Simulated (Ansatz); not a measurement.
# IrO₂ — Ir-193 nuclear quadrupole resonance

Cell: an entry of the Crystallography Open Database (COD; perhaps a calculated or model structure), its atoms then relaxed with PBE in this cell.

Space group P4_2/mnm (No. 136); a = 4.5051, c = 3.1586 Å.

```
site  Wyckoff  site symmetry       x       y       z
  Ir       2a           m.mm  0.0000  0.0000  0.0000
   O       4f           m.2m  0.3083  0.3083  0.0000
```

One atom of each set is listed.

Computed with Ansatz: DFT, PBE, plane waves and PAW (field gradients read without the response of the frozen cores, which leaves them typically 4 to 6 % off), scalar-relativistic, collinear spin, 420 eV cutoff, Γ-centred 4×4×6 k-points, Fermi–Dirac smearing 0.02 eV. Start moments as typed (μB): 1 on each Ir, none on the rest.

Ir-193: I = 3/2, Q = 751.0 mb (year-2017 value). Static lattice, zero field.

**Question.** Predict the zero-field Ir-193 lines of each site.

**Answer.** For I = 3/2 there is one line, ν = (|C_Q|/2)(1 + η²/3)^½.

```csv
site,atoms,V_zz (10²¹ V/m²),C_Q (MHz),η,line frequencies (MHz)
Ir,2,-11.59,-211,0.90,118.6
```

**Question.** And for Ir-191 (I = 3/2, Q = 816.0 mb) on Ir?

**Answer.** C_Q scales with Q to -229 MHz, with lines at 128.9 MHz.

At this cell the PBE pressure is 5 GPa, so with PBE the cell would grow if it were relaxed. The run finds no gap above 0.1 eV (a metal, or nearly one), so the gradients can move by 10 % or more with the k-mesh. Spin–orbit coupling is left out, which shifts gradients on Ir by a few per cent in wide-gap crystals, and can shift them far more where the calculated gap is small or absent, as here. Semilocal functionals can leave a metal where correlation in the d or f shell opens a gap in the real compound, and that would change the values at and beside Ir. The start moments die out, and the run ends without spin.
